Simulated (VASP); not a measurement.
Here is a VASP 6.6.1 calculation.

INCAR

```
PREC = Accurate
ENCUT = 600
EDIFF = 1E-7
ISMEAR = 0
SIGMA = 0.03
LREAL = False
LASPH = True
NELM = 80
ALGO = Normal
ISIF = 3
LWAVE = False
LCHARG = False
GGA = PS
IBRION = 2
NSW = 90
EDIFFG = -0.005
```

KPOINTS

```
regular mesh
0
Gamma
  12 12 12
```

The input POSCAR:

```
MgO                                     
1.0
   -0.0000000000      2.1039232588      2.1039232588
    2.1039232588      0.0000000000      2.1039232588
    2.1039232588      2.1039232588     -0.0000000000
  Mg              O             
     1     1
Direct
     0.0000000000000000    0.0000000000000000    0.0000000000000000
     0.5000000000000000    0.5000000000000000    0.5000000000000000
```

Potentials or basis: VASP PAW PBE potentials, release 64 (Mg, O).

Command:

```console
$ cat potpaw_PBE.64/Mg/POTCAR potpaw_PBE.64/O/POTCAR > POTCAR
$ mpirun -np 1 vasp_std > vasp.out
```

Problem. Estimate the band gap on the k mesh.

Solution. 4.66 eV, direct.

Final structure:
```xyz
2
Lattice="0.0000 2.1039 2.1039 2.1039 0.0000 2.1039 2.1039 2.1039 0.0000" Properties=species:S:1:pos:R:3 pbc="T T T"
Mg    0.0000    0.0000    0.0000
O     2.1039    2.1039    2.1039
```

Caveat: the relaxation stopped at its first step, so nothing moved. A k mesh can miss the band edges.
